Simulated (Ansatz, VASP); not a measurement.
Two plane-wave programs on CdTe

```
CELL_PARAMETERS angstrom
0.00000 3.30926 3.30926
3.30926 0.00000 3.30926
3.30926 3.30926 0.00000
ATOMIC_POSITIONS crystal
Cd 0.00000 0.00000 0.00000
Te 0.75000 0.75000 0.75000
```

Alike in both runs: functional PBE; k mesh 10 × 10 × 10; no spin polarisation.

Ansatz relaxed the structure, and its values are those at the end. VASP's run is a single point on that final structure, the one shown.

|  | VASP | Ansatz |
| --- | --- | --- |
| version | VASP 6.6.1 | Ansatz 0.2.0 |
| potentials or method | VASP PAW PBE potentials, release 64 (Cd, Te) | scalar-relativistic, plane waves, PAW |
| plane-wave cutoff (eV) | 520 | 420 |
| occupations | gaussian, width 0.01 eV | fixed |
| valence electrons in the cell | 18 | 36 |

Ansatz gave:

- gap on the k mesh at the Fermi level (eV): 0.59
- least direct gap on the mesh (eV): 0.59
- pressure (GPa): 0.0

Task: Estimate VASP's values.

Result: gap on the k mesh at the Fermi level (eV): 0.58; least direct gap on the mesh (eV): 0.58; pressure (GPa): 0.1.

The two sets of potentials don't hold the same shells in valence.

Caveats: spin-orbit coupling is left out, which moves the levels of the heavy elements.
